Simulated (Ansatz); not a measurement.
RbBr: single point with r2SCAN0

The system is RbBr.

```
CELL_PARAMETERS angstrom
0.00000 3.42700 3.42700
3.42700 0.00000 3.42700
3.42700 3.42700 0.00000
ATOMIC_POSITIONS crystal
Rb 0.00000 0.00000 0.00000
Br 0.50000 0.50000 0.50000
```

```
Program             : Ansatz 0.2.0
Task                : single point
Functional          : r2SCAN0
Potentials or basis : Ansatz PAW
Cutoff              : 500 eV
Density cutoff      : 2000 eV
k mesh              : 4 × 4 × 4
Occupations         : gaussian, width 0.02 eV
Spin                : spin-orbit coupling, no magnetisation
```

```
Pressure               : 0.4 GPa
Band gap on the k mesh : 6.37 eV, direct
```

Levels at points of the mesh, in eV from the valence-band top:
| k point | band 13 | band 14 | band 15 | band 16 | band 17 | band 18 | band 19 | band 20 |
| --- | --- | --- | --- | --- | --- | --- | --- | --- |
| (0.00, 0.00, 0.00) | 0.00 | 0.00 | 0.00 | 0.00 | 6.37 | 6.37 | 9.46 | 9.46 |
| (0.00, 0.00, -0.50) | -0.64 | -0.64 | -0.39 | -0.39 | 8.74 | 8.74 | 9.85 | 9.85 |
| (0.00, -0.50, -0.50) | -0.41 | -0.41 | -0.18 | -0.18 | 7.54 | 7.54 | 9.45 | 9.45 |

Run time: 53 s on 2 threads of Arm Neoverse V2, with other jobs on the host, peak memory 2.2 GiB.

Caveat: the PAW data sets were made with another functional, which shifts forces and pressure a little; the thresholds are loose for stress.
